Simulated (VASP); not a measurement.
# SnTe (Fm-3m) in VASP: a series of runs

SnTe is run at these levels: PBE; tasks: single point, relaxation of cell and atoms.

All numbers are computed with VASP 6.6.1; they aren't measurements. Logs are shortened: lines on timing, memory, paths and dates and some standing lists are left out, and cuts for length are marked.

**The experiment to reproduce.**

A printed reference work, textbook reports, for a bulk crystal of SnTe at 300 K: band gap 0.18 eV (direct).

The results are compared with them further down.

### Step 1. The cell of the first run

Symmetry: Fm-3m, No. 225, cubic system. Conventional cell: a = 6.412 Å, b = 6.412 Å, c = 6.412 Å, α = 90.00°, β = 90.00°, γ = 90.00°. Within 4.2 Å of Sn (site symmetry m-3m) lie 6 Te at 3.21 Å. Te (site symmetry m-3m) has 6 Sn at 3.21 Å within 4.2 Å.

### Step 2. Single point, PBE

INCAR

```
PREC = Accurate
ENCUT = 520
EDIFF = 1E-6
ISMEAR = 0
SIGMA = 0.01
LREAL = False
LASPH = True
NELM = 100
ALGO = Normal
ISIF = 2
LWAVE = False
LCHARG = False
GGA = PE
NBANDS = 17
```

KPOINTS

```
regular mesh
0
Gamma
  10 10 10
```

POSCAR

```
SnTe
1.0
    0.0000000000     -3.2061701396     -3.2061701396
    3.2061701396      0.0000000000     -3.2061701396
    3.2061701396     -3.2061701396      0.0000000000
Sn Te
1 1
Direct
    0.0000000000      0.0000000000      0.0000000000
    0.5000000000      0.5000000000      0.5000000000
```

Potentials or basis: VASP PAW PBE potentials, release 64 (Sn_d, Te).

Command:

```sh
> cat potpaw_PBE.64/Sn_d/POTCAR potpaw_PBE.64/Te/POTCAR > POTCAR
> mpirun -np 1 vasp_std > vasp.out
```

OUTCAR:

```text
PREC = Accurate
   ENCUT = 520
   EDIFF = 1E-6
   ISMEAR = 0
   LREAL = False
   LASPH = True
   NELM = 100
   ISIF = 2
   GGA = PE

 ion  position               nearest neighbor table
   1  0.000  0.000  0.000-   2 3.21   2 3.21   2 3.21   2 3.21   2 3.21   2 3.21
   2  0.500  0.500  0.500-   1 3.21   1 3.21   1 3.21   1 3.21   1 3.21   1 3.21

  LATTYP: Found a face centered cubic cell.
 ALAT       =     6.4123402792

  Lattice vectors:

 A1 = (   0.0000000000,  -3.2061701396,  -3.2061701396)
 A2 = (   3.2061701396,   0.0000000000,  -3.2061701396)
 A3 = (   3.2061701396,  -3.2061701396,   0.0000000000)

Analysis of symmetry for initial positions (statically):
=====================================================================
 Subroutine PRICEL returns:
 Original cell was already a primitive cell.

 Routine SETGRP: Setting up the symmetry group for a
 face centered cubic supercell.

 Subroutine GETGRP returns: Found 48 space group operations
[... 9 lines left out ...]

 Routine SETGRP: Setting up the symmetry group for a
 face centered cubic supercell.

 Subroutine GETGRP returns: Found 48 space group operations
[... 11 lines left out ...]
                                     Primitive cell

  volume of cell :      65.9158

  direct lattice vectors                    reciprocal lattice vectors
     0.000000000 -3.206170140 -3.206170140    -0.155949303 -0.155949303 -0.155949303
     3.206170140  0.000000000 -3.206170140     0.155949303  0.155949303 -0.155949303
     3.206170140 -3.206170140  0.000000000     0.155949303 -0.155949303  0.155949303

  length of vectors
     4.534209295  4.534209295  4.534209295     0.270112117  0.270112117  0.270112117

  position of ions in fractional coordinates (direct lattice)
     0.000000000  0.000000000  0.000000000
     0.500000000  0.500000000  0.500000000

  ion indices of the primitive-cell ions
   primitive index   ion index
                 1           1
                 2           2

----------------------------------------------------------------------------------------

 KPOINTS: regular mesh

Automatic generation of k-mesh.
 Grid dimensions read from file:
 generate k-points for:   10   10   10

 Generating k-lattice:

  Cartesian coordinates                     Fractional coordinates (reciprocal lattice)
    -0.015594930 -0.015594930 -0.015594930     0.100000000  0.000000000  0.000000000
     0.015594930  0.015594930 -0.015594930     0.000000000  0.100000000  0.000000000
     0.015594930 -0.015594930  0.015594930     0.000000000  0.000000000  0.100000000

  Length of vectors
     0.027011212  0.027011212  0.027011212

  Shift w.r.t. Gamma in fractional coordinates (k-lattice)
     0.000000000  0.000000000  0.000000000

 Subroutine IBZKPT returns following result:
 ===========================================

 Found     47 irreducible k-points:

 Following reciprocal coordinates:
            Coordinates               Weight
  0.000000  0.000000  0.000000      1.000000
  0.100000  0.000000  0.000000      8.000000
  0.200000  0.000000  0.000000      8.000000
  0.300000  0.000000  0.000000      8.000000
  0.400000  0.000000  0.000000      8.000000
  0.500000  0.000000  0.000000      4.000000
[... 16 lines left out ...]
  0.300000  0.300000  0.000000      6.000000
  0.400000  0.300000  0.000000     24.000000
 [... further k-points ...]
   k-points           NKPTS =     47   k-points in BZ     NKDIM =     47   number of bands    NBANDS=     17
   number of dos      NEDOS =    301   number of ions     NIONS =      2
   total plane-waves  NPLWV =  46656
   dimension x,y,z NGX =    36 NGY =   36 NGZ =   36
   dimension x,y,z NGXF=    72 NGYF=   72 NGZF=   72
   ions per type =               1   1
   NGX,Y,Z   is equivalent  to a cutoff of  13.20, 13.20, 13.20 a.u.
   NGXF,Y,Z  is equivalent  to a cutoff of  26.40, 26.40, 26.40 a.u.
 SYSTEM =  unknown system
   PREC   = accura    normal or accurate (medium, high low for compatibility)
   ISTART =      0    job   : 0-new  1-cont  2-samecut
   ICHARG =      2    charge: 1-file 2-atom 10-const
   ISPIN  =      1    spin polarized calculation?
   LNONCOLLINEAR =      F non collinear calculations
   LSORBIT =      F    spin-orbit coupling
   LASPH  =      T    aspherical Exc in radial PAW
   ENCUT  =  520.0 eV  38.22 Ry    6.18 a.u.   8.43  8.43  8.43*2*pi/ulx,y,z
   NELM   =    100;   NELMIN=  2; NELMDL= -5     # of ELM steps
   EDIFF  = 0.1E-05   stopping-criterion for ELM
   LREAL  =      F    real-space projection
   EDIFFG = 0.1E-04   stopping-criterion for IOM
   NSW    =      0    number of steps for IOM
   IBRION =     -1    ionic relax: 0-MD 1-quasi-New 2-CG
   NFREE  =      0    steps in history (QN), initial steepest desc. (CG)
   ISIF   =      2    stress and relaxation
   ISYM   =      2    0-nonsym 1-usesym 2-fastsym
   POTIM  = 0.5000    time-step for ionic-motion
   TEBEG  =    0.0;   TEEND  =   0.0 temperature during run
   PSTRESS=    0.0 pullay stress
   NELECT =      20.0000    total number of electrons
   NUPDOWN=      -1.0000    fix difference up-down
   EMIN   =  10.00;   EMAX   =-10.00  energy-range for DOS
   EFERMI =   0.00;   METHOD = LEGACY
   ISMEAR =     0;   SIGMA  =   0.01  broadening in eV -4-tet -1-fermi 0-gaus
   EFERMI_NEDOS =   21; number of points for ismear=-14 and -15
   IALGO  =     38    algorithm
   IMIX   =      4    mixing-type and parameters
     AMIX     =   0.40;   BMIX     =  1.00
     AMIX_MAG =   1.60;   BMIX_MAG =  1.00
  volume/ion in A,a.u.               =      32.96       222.41
  Fermi-wavevector in a.u.,A,eV,Ry     =   1.100073  2.078837 16.465242  1.210161
  Thomas-Fermi vector in A             =   2.236478
   LORBIT       =      0    0 simple, 1 ext, 2 COOP (PROOUT), +10 PAW based schemes
   GGA     = PE    functional components
   LHFCALC =     F    Hartree Fock is set to
   AEXX    =    0.0000 exact exchange contribution
   IVDW    =     0    specifies the selected vdW correction
   LEPSILON=     F    determine dielectric tensor
   LRPA    =     F    only Hartree local field effects (RPA)
 non-spin polarized calculation
 Gauss-broadening in eV      SIGMA  =   0.01
  energy-cutoff  :      520.00
  volume of cell :       65.92
 maximum number of plane-waves:      1807
 NGX is ok and might be reduce to    36
   NGX = 17   NGY = 17   NGZ = 17

 number of electron      20.0000005 magnetization

 Free energy of the ion-electron system (eV)
  ---------------------------------------------------
  ext. energy  EPLUGINS =         0.00000000
  ---------------------------------------------------
  free energy    TOTEN  =        -7.56494529 eV

  energy without entropy =       -7.56494526  energy(sigma->0) =       -7.56494528

 E-fermi :   6.3376     XC(G=0):  -9.2607

 val. band max:        6.3102721481   @ k =   0.5000   0.0000   0.0000
 cond. band min:       6.3649695906   @ k =   0.5000   0.0000   0.0000
 fundamental gap:      0.0546974425
 Fermi energy:         6.3376207101

 k-point     1 :       0.0000    0.0000    0.0000
  band No.  band energies     occupation
      1     -15.5671      2.00000
      2     -15.5671      2.00000
      3     -15.5642      2.00000
      4     -15.5642      2.00000
      5     -15.5642      2.00000
      6      -6.1075      2.00000
[... 9 lines left out ...]
     16      11.1640      0.00000
     17      13.1414      0.00000

 k-point     2 :       0.1000    0.0000    0.0000
  band No.  band energies     occupation
      1     -15.5674      2.00000
      2     -15.5674      2.00000
      3     -15.5640      2.00000
      4     -15.5637      2.00000
      5     -15.5637      2.00000
      6      -6.0295      2.00000
[... 9 lines left out ...]
     16      11.3630      0.00000
     17      13.7481      0.00000

 k-point     3 :       0.2000    0.0000    0.0000
  band No.  band energies     occupation
      1     -15.5683      2.00000
      2     -15.5683      2.00000
      3     -15.5637      2.00000
      4     -15.5623      2.00000
      5     -15.5623      2.00000
      6      -5.8051      2.00000
[... 9 lines left out ...]
     16      11.9215      0.00000
     17      15.1152      0.00000

 k-point     4 :       0.3000    0.0000    0.0000
  band No.  band energies     occupation
      1     -15.5696      2.00000
      2     -15.5696      2.00000
      3     -15.5632      2.00000
      4     -15.5605      2.00000
      5     -15.5605      2.00000
      6      -5.4707      2.00000
[... 9 lines left out ...]
     16      12.8030      0.00000
     17      16.7915      0.00000

 k-point     5 :       0.4000    0.0000    0.0000
  band No.  band energies     occupation
      1     -15.5707      2.00000
      2     -15.5707      2.00000
      3     -15.5629      2.00000
      4     -15.5590      2.00000
      5     -15.5590      2.00000
      6      -5.1214      2.00000
[... 9 lines left out ...]
     16      13.9653      0.00000
     17      16.0371      0.00000

 k-point     6 :       0.5000    0.0000    0.0000
  band No.  band energies     occupation
      1     -15.5712      2.00000
      2     -15.5712      2.00000
      3     -15.5628      2.00000
      4     -15.5584      2.00000
      5     -15.5584      2.00000
      6      -4.9552      2.00000
[... 9 lines left out ...]
     16      15.1099      0.00000
     17      15.1099      0.00000
[... 281 lines left out ...]
 k-point    21 :      -0.3000    0.2000    0.0000
  band No.  band energies     occupation
      1     -15.5713      2.00000
      2     -15.5699      2.00000
      3     -15.5618      2.00000
      4     -15.5596      2.00000
      5     -15.5596      2.00000
      6      -5.0468      2.00000
[... 9 lines left out ...]
     16      14.2581      0.00000
     17      15.4813      0.00000

 k-point    22 :      -0.2000    0.2000    0.0000
  band No.  band energies     occupation
      1     -15.5699      2.00000
      2     -15.5696      2.00000
      3     -15.5628      2.00000
      4     -15.5611      2.00000
      5     -15.5598      2.00000
      6      -5.3642      2.00000
[... 9 lines left out ...]
     16      14.2920      0.00000
     17      14.7356      0.00000

 k-point    23 :       0.3000    0.3000    0.0000
  band No.  band energies     occupation
      1     -15.5751      2.00000
      2     -15.5661      2.00000
      3     -15.5646      2.00000
      4     -15.5586      2.00000
      5     -15.5586      2.00000
      6      -5.2848      2.00000
[... 9 lines left out ...]
     16      14.8190      0.00000
     17      14.8261      0.00000

 k-point    24 :       0.4000    0.3000    0.0000
  band No.  band energies     occupation
      1     -15.5765      2.00000
      2     -15.5660      2.00000
      3     -15.5647      2.00000
      4     -15.5577      2.00000
      5     -15.5574      2.00000
      6      -5.0362      2.00000
[... 9 lines left out ...]
     16      15.3937      0.00000
     17      15.8700      0.00000

 [... further k-points ...]

------------------------ aborting loop because EDIFF is reached ----------------------------------------

  FORCE on cell =-STRESS in cart. coord.  units (eV):
  Direction    XX          YY          ZZ          XY          YZ          ZX
  --------------------------------------------------------------------------------------
  -------------------------------------------------------------------------------------
  Total       -0.0386662     -0.0386662     -0.0386662      0.0000000      0.0000000      0.0000000
  in kB       -0.9398373     -0.9398373     -0.9398373      0.0000000      0.0000000      0.0000000
  external PRESSURE =      -0.9398373 kB  Pullay stress =       0.0000000 kB

 VOLUME and BASIS-vectors are now :
 -----------------------------------------------------------------------------
  energy-cutoff  :      520.00
  volume of cell :       65.92
      direct lattice vectors                 reciprocal lattice vectors
     0.000000000 -3.206170140 -3.206170140    -0.155949303 -0.155949303 -0.155949303
     3.206170140  0.000000000 -3.206170140     0.155949303  0.155949303 -0.155949303
     3.206170140 -3.206170140  0.000000000     0.155949303 -0.155949303  0.155949303

 POSITION                                       TOTAL-FORCE (eV/Angst)
 -----------------------------------------------------------------------------------
      0.00000      0.00000      0.00000         0.000000      0.000000      0.000000
      3.20617     -3.20617     -3.20617        -0.000000     -0.000000     -0.000000
 -----------------------------------------------------------------------------------
    total drift:                               -0.000000     -0.000000     -0.000000

  FREE ENERGIE OF THE ION-ELECTRON SYSTEM (eV)
  ---------------------------------------------------
  free  energy   TOTEN  =        -7.5649452889 eV

  energy  without entropy=       -7.5649452634  energy(sigma->0) =       -7.56494528
```

It took 26 s on 1 thread of Intel Xeon Platinum 8559C (Emerald Rapids), shared host; peak memory 0.22 GiB.

Results:

```
Free energy            : -7.5649 eV
Pressure               : -0.1 GPa
Band gap on the k mesh : 0.05 eV, direct
```

Caveat: spin-orbit coupling is left out, which moves the levels of the heavy elements.

### Step 3. Relaxation of cell and atoms, PBE

This run uses another cell than the first one, of 31.45 Å³/atom, 0.954 times its volume.

INCAR

```
SYSTEM = SnTe
PREC     = Accurate       ! precision mode
ENCUT    = 600            ! plane-wave cutoff, eV
EDIFF    = 1E-6           ! SCF threshold, eV
ISMEAR   = 0              ! smearing method
SIGMA    = 0.01           ! smearing width, eV
LREAL    = .False.        ! projectors in reciprocal space
LASPH    = .True.         ! aspherical terms in the spheres
NELM     = 100            ! most SCF steps
ALGO     = Normal         ! electronic algorithm
ISIF     = 3              ! what is computed and relaxed
LWAVE    = .False.        ! write WAVECAR
LCHARG   = .False.        ! write CHGCAR
GGA      = PE             ! functional
IBRION   = 2              ! ionic algorithm
NSW      = 100            ! ionic steps
EDIFFG   = -0.005         ! ionic threshold
```

KPOINTS

```
Automatic mesh
0
Gamma
  10 10 10
  0 0 0
```

POSCAR

```
SnTe
1.0
    0.0000000000     -3.1565000000     -3.1565000000
    3.1565000000      0.0000000000     -3.1565000000
    3.1565000000     -3.1565000000      0.0000000000
Sn Te
1 1
Direct
    0.0000000000      0.0000000000      0.0000000000
    0.5000000000      0.5000000000      0.5000000000
```

Potentials or basis: VASP PAW PBE potentials, release 64 (Sn_d, Te).

Command:

```sh
> cat potpaw_PBE.64/Sn_d/POTCAR potpaw_PBE.64/Te/POTCAR > POTCAR
> mpirun -np 1 vasp_std > vasp.out
```

Wall time 44 s (1 thread of Intel Xeon Platinum 8559C (Emerald Rapids), shared host); peak memory 0.25 GiB.

It converged, with:

```yaml
Free_energy: -7.5648 eV
Relaxed_volume: 32.93 Å³/atom
Relaxed_cell: a = 4.533 Å, b = 4.533 Å, c = 4.533 Å, α = 60.00°, β = 60.00°, γ = 60.00°
Space_group_after_relaxing_to_0.05_Å: Fm-3m (No. 225)
Energy_gained_by_relaxing: 8.8 meV/atom
Ionic_steps: 3
Pressure_after_relaxing: 0.0 GPa
Band_gap_on_the_k_mesh: 0.05 eV, direct
```

Step by step:
| step | energy change (eV) | largest force (eV/Å) | pressure (GPa) | volume (Å³) |
| --- | --- | --- | --- | --- |
| 1 | 0.0000 | 0.0000 | 1.97 | 62.90 |
| 2 | -0.0169 | 0.0000 | -0.36 | 66.48 |
| 3 | -0.0176 | 0.0000 | 0.00 | 65.86 |

Final structure:
```
CELL_PARAMETERS angstrom
0.00000 -3.20521 -3.20521
3.20521 0.00000 -3.20521
3.20521 -3.20521 0.00000
ATOMIC_POSITIONS crystal
Sn 0.00000 0.00000 0.00000
Te 0.50000 0.50000 0.50000
```

Levels at points of the mesh, in eV from the valence-band top:
```csv
k point,band 8,band 9,band 10,band 11,band 12,band 13
"(0.00, 0.00, 0.00)",-2.00,-2.00,-2.00,3.25,3.25,3.25
"(0.50, 0.00, 0.00)",-1.67,-1.67,0.00,0.05,0.45,0.45
"(0.50, 0.50, 0.00)",-5.21,-3.49,-3.49,2.38,4.69,4.69
```

Caveat: spin-orbit coupling is left out, which moves the levels of the heavy elements. Zero-point motion and thermal expansion aren't in these numbers.

### Step 4. Comparison with measurements

Step 2. Measured gap of SnTe: 0.18 eV (direct; 300 K; a printed reference work, textbook). This calculation gives 0.05 eV (-0.13 eV). Spin-orbit coupling on Sn, Te is left out. The value is that of PBE on a finite k mesh, which can miss the band edges, without temperature or zero-point motion. Semilocal functionals fall short of measured gaps as a rule.
